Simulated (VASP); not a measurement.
# SnSe2 (strained 1T (CdI2) bulk), PBE single-point calculation: Ansatz's output and VASP's

```cif
data_structure
_symmetry_space_group_name_H-M 'P 1'
_symmetry_Int_Tables_number 1
_cell_length_a 3.9782
_cell_length_b 3.9782
_cell_length_c 5.9648
_cell_angle_alpha 90.000
_cell_angle_beta 90.000
_cell_angle_gamma 120.000
_cell_volume 81.75
loop_
_atom_site_label
_atom_site_type_symbol
_atom_site_fract_x
_atom_site_fract_y
_atom_site_fract_z
_atom_site_occupancy
Sn1 Sn 0.00000 0.00000 0.00000 1
Se1 Se 0.33333 0.66667 0.25563 1
Se2 Se 0.66667 0.33333 0.74437 1
```

Ansatz printed

```
SCF 1 converged in 6 iterations: F = -16963.322684 eV  dr2 = 5.36e-8
  Residual-converged pass: ⟨swp⟩=1.0  Hψ=2139  notcnv=0  max |occ|·‖R‖ = 7.1e-9 eV (tolerance 1.0e-8 eV)  dr2=5.36e-8  dr2_onsite=1.70e-8  max |Δocc| = 6.0e-11
  greatest PAW one-centre occupation: 1.000 electrons in one spin orbital (limit 2), on the Se atom at site 2 (counted from 0), in its partial waves of l = 2
NSCF: frozen V_eff on 7 k-points
SCF converged after 6 iterations
Free energy (F): -16963.322684 eV
Harris-Foulkes:  -16963.322684 eV  (|F-HF|=1.88e-8)
Internal energy: -16963.322635 eV  (E = F + TS)
E sigma→0 (E₀):  -16963.322660 eV
Entropy (-TS):   -0.000050 eV (-0.017 meV/atom)
Fermi energy:    7.748084 eV
--- Per-component energies (eV) ---
  E_band       = -889.551968
  E_kinetic    = 422.796688
  E_local      = -6101.074839  (includes V_loc(G=0)·N_el)
  E_nonlocal   = -1222.388102
  E_hartree    = 3112.928612
  E_xc         = -588.908724
  E_vxc        = -290.045064  (∫ρ·V_xc dr)
  E_paw        = -7963.545099  (= ΣΔE_a)
  E_vpaw       = 75.306229  (= ΣTr[D̂ρ^β])
  E_aug_tail   = -0.001198  (compensation charges beyond the density's cutoff)
  E_ewald      = -4623.129973
  E_smearing   = -0.000050  (= −TS)
  E_closure    = -0.000000  (closes the sum)
  Σ components = -16963.322684   (vs F -16963.322684, Δ=0.00e0)
--- Forces (eV/Å), atoms counted from 1 ---
  atom   1  Sn    -0.00000000     0.00000000     0.00000000
  atom   2  Se     0.00000000     0.00000000     0.24047006
  atom   3  Se    -0.00000000    -0.00000000    -0.24047006
  max |Σ_I F_I| component: 5.55e-17 eV/Å
--- Stress (GPa, compression-positive) ---
       -1.261776       0.000000      -0.000000
        0.000000      -1.261776       0.000000
       -0.000000       0.000000       2.537773
  P = ⅓ Tr σ = 0.0047 GPa (0.047 kbar)
--- Band table (eV; the first three rows and the last of 69) ---
  k-point 0: bands = ["-39.4483", "-39.4483", "-39.4483", "-39.4483", "-39.4009", "-39.4009", "-39.4003", "-39.4003", "-39.3838", "-39.3837", "-13.8764", "-13.8764", "-13.8601", "-13.8457", "-13.8457", "-6.1376", "-4.5011", "1.4963", "6.5282", "6.5282", "6.7363", "6.7363", "7.6435", "7.7986", "9.9812", "11.6872", "11.6872"]
  k-point 1: bands = ["-39.4483", "-39.4483", "-39.4483", "-39.4483", "-39.4008", "-39.4008", "-39.4004", "-39.4004", "-39.3838", "-39.3837", "-13.8764", "-13.8764", "-13.8601", "-13.8458", "-13.8458", "-6.0336", "-4.7001", "1.8825", "6.3672", "6.4480", "6.4480", "6.8608", "6.8608", "8.8091", "9.9594", "11.4966", "11.4966"]
  k-point 2: bands = ["-39.4483", "-39.4483", "-39.4483", "-39.4483", "-39.4006", "-39.4006", "-39.4006", "-39.4006", "-39.3838", "-39.3837", "-13.8764", "-13.8764", "-13.8600", "-13.8458", "-13.8458", "-5.8954", "-4.9271", "2.3525", "5.5911", "6.4011", "6.4011", "6.9540", "6.9540", "9.2890", "9.8826", "11.3190", "11.3190"]
  k-point 68: bands = ["-39.4481", "-39.4481", "-39.4481", "-39.4481", "-39.4007", "-39.4007", "-39.4007", "-39.4007", "-39.3836", "-39.3836", "-13.8929", "-13.8929", "-13.8401", "-13.8401", "-13.8390", "-4.3834", "-4.3834", "0.2106", "3.4190", "3.4190", "3.9432", "7.2435", "7.2435", "9.6883", "12.0567", "12.0567", "13.2459"]
```

The two codes use different PAW datasets and cutoffs. VASP's cell holds 26 valence electrons and Ansatz's 46. Ansatz's stress includes a Pulay correction; VASP's doesn't.

**Question.** What does VASP give for the same cell and level of theory?

**Answer.** gap between bands v and c 0.13 eV; least direct gap 0.14 eV; pressure 0.1 GPa; largest force 0.25 eV/Å.

From OUTCAR

```
k-points           NKPTS =     69   k-points in BZ     NKDIM =     69   number of bands    NBANDS=     20

   NELECT =      26.0000    total number of electrons

   dimension x,y,z NGX =    30 NGY =   30 NGZ =   48
   dimension x,y,z NGXF=    60 NGYF=   60 NGZF=   96

  energy-cutoff  :      520.00
  volume of cell :       81.75
      direct lattice vectors                 reciprocal lattice vectors
     3.978155303  0.000000000  0.000000000     0.251372791  0.145130148  0.000000000
    -1.989077652  3.445183553  0.000000000     0.000000000  0.290260297  0.000000000
     0.000000000  0.000000000  5.964777413     0.000000000  0.000000000  0.167650849

 k-points in reciprocal lattice and weights: KPOINTS created by Atomic Simulation Env
   0.00000000  0.00000000  0.00000000       0.002
   0.08333333 -0.00000000  0.00000000       0.010
   0.16666667  0.00000000  0.00000000       0.010
   0.25000000  0.00000000  0.00000000       0.010
   0.33333333  0.00000000  0.00000000       0.010
   0.41666667  0.00000000  0.00000000       0.010
   0.50000000  0.00000000  0.00000000       0.005
   0.08333333  0.08333333  0.00000000       0.010
   ...

 E-fermi :   4.0219

 k-point     1 :       0.0000    0.0000    0.0000
  band No.  band energies     occupation
      1     -17.6061      2.00000
      2     -17.6061      2.00000
      3     -17.5906      2.00000
      4     -17.5746      2.00000
      5     -17.5746      2.00000
      6      -9.8631      2.00000
      7      -8.2238      2.00000
      8      -2.2252      2.00000
      9       2.8020      2.00000
     10       2.8020      2.00000
     11       3.0111      2.00000
     12       3.0111      2.00000
     13       3.9231      1.98584
     14       4.0675      0.18605
     15       6.2486      0.00000
     16       7.9577      0.00000
     17       7.9577      0.00000
     18      11.9778      0.00000
     19      12.3852      0.00000
     20      12.3852      0.00000

 k-point     2 :       0.0833   -0.0000    0.0000
  band No.  band energies     occupation
      1     -17.6086      2.00000
      2     -17.6049      2.00000
      3     -17.5893      2.00000
      4     -17.5752      2.00000
      5     -17.5739      2.00000
      6      -9.8041      2.00000
      7      -8.1929      2.00000
      8      -2.2256      2.00000
      9       2.0048      2.00000
     10       2.4669      2.00000
     11       2.7456      2.00000
     12       3.2338      2.00000
     13       3.9319      1.97807
     14       4.7188      0.00000
     15       6.6187      0.00000
     16       7.7521      0.00000
     17       8.0718      0.00000
     18      11.6182      0.00000
     19      12.2306      0.00000
     20      12.4461      0.00000

 k-point     3 :       0.1667    0.0000    0.0000
  band No.  band energies     occupation
      1     -17.6158      2.00000
      2     -17.6023      2.00000
      3     -17.5861      2.00000
      4     -17.5763      2.00000
      5     -17.5713      2.00000
      6      -9.6316      2.00000
      7      -8.1108      2.00000
      8      -2.2656      2.00000
      9       1.0015      2.00000
     10       2.0142      2.00000
     11       2.0821      2.00000
     12       3.3880      2.00000
     13       3.8378      1.99980
     14       5.4020      0.00000
     15       6.9996      0.00000
     16       7.9748      0.00000
     17       8.3465      0.00000
     18      10.7373      0.00000
     19      11.7161      0.00000
     20      12.5521      0.00000

 k-point     4 :       0.2500    0.0000    0.0000
  band No.  band energies     occupation
      1     -17.6259      2.00000
      2     -17.6000      2.00000
      3     -17.5845      2.00000
      4     -17.5747      2.00000
      5     -17.5665      2.00000
      6      -9.3603      2.00000
      7      -8.0101      2.00000
      8      -2.4526      2.00000
      9       0.2898      2.00000
     10       1.4401      2.00000
     11       1.5961      2.00000
     12       3.4211      2.00000
     13       3.5875      2.00000
     14       5.3255      0.00000
     15       7.2034      0.00000
     16       8.6109      0.00000
     17       8.9225      0.00000
     18      10.0960      0.00000
     19      11.5034      0.00000
     20      12.8682      0.00000

 ...

  Total       -0.6166294     -0.6166294      1.3197412      0.0000000      0.0000000     -0.0000000
  in kB      -12.0849950    -12.0849950     25.8649132      0.0000000      0.0000000     -0.0000000
  external PRESSURE =       0.5649744 kB  Pullay stress =       0.0000000 kB

 POSITION                                       TOTAL-FORCE (eV/Angst)
 -----------------------------------------------------------------------------------
      0.00000      0.00000      0.00000         0.000000      0.000000      0.000000
      0.00000      2.29679      1.52480         0.000000      0.000000      0.251457
      1.98908      1.14839      4.43998        -0.000000     -0.000000     -0.251457
 -----------------------------------------------------------------------------------
    total drift:                                0.000000      0.000000     -0.000000

  FREE ENERGIE OF THE ION-ELECTRON SYSTEM (eV)
  ---------------------------------------------------
  free  energy   TOTEN  =       -11.7995748433 eV

  energy  without entropy=      -11.7995156608  energy(sigma->0) =      -11.79954525
```
